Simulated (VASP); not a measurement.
A run of VASP 6.6.1 is set up as follows.

Contents of INCAR:

```
SYSTEM = Ti
PREC     = Accurate       ! precision mode
ENCUT    = 600            ! plane-wave cutoff, eV
EDIFF    = 1E-7           ! SCF threshold, eV
ISMEAR   = 1              ! smearing method
SIGMA    = 0.1            ! smearing width, eV
LREAL    = .False.        ! projectors in reciprocal space
LASPH    = .True.         ! aspherical terms in the spheres
NELM     = 60             ! most SCF steps
ALGO     = Normal         ! electronic algorithm
ISIF     = 3              ! what is computed and relaxed
LWAVE    = .False.        ! write WAVECAR
LCHARG   = .False.        ! write CHGCAR
METAGGA  = SCAN           ! meta-GGA
LMIXTAU  = .True.       
IBRION   = 2              ! ionic algorithm
NSW      = 40             ! ionic steps
EDIFFG   = -0.02          ! ionic threshold
```

Contents of KPOINTS:

```
regular mesh
0
Gamma
  11 11 11
  0 0 0
```

Contents of POSCAR:

```
Ti
1.0
    0.0000000000      2.0300000000      2.0300000000
    2.0300000000      0.0000000000      2.0300000000
    2.0300000000      2.0300000000      0.0000000000
Ti
1
Direct
    0.0000000000      0.0000000000      0.0000000000
```

Potentials or basis: VASP PAW PBE potentials, release 64 (Ti_sv).

Run with:

```bash
$ cat potpaw_PBE.64/Ti_sv/POTCAR > POTCAR
$ mpirun -np 1 vasp_std > vasp.out
```

(1) Predict the band gap on the k mesh.

(2) What does it give for the relaxed cell?

(3) What does it give for the relaxed volume?

(4) Estimate the space group after relaxing (to 0.05 Å).

## Answers

(1) none (metal or under the smearing width).

(2) a = 2.902 Å, b = 2.902 Å, c = 2.902 Å, α = 60.00°, β = 60.00°, γ = 60.00°.

(3) 17.29 Å³/atom.

(4) Fm-3m (No. 225).

Caveat: the PAW data sets were made with another functional, which shifts forces and pressure a little.
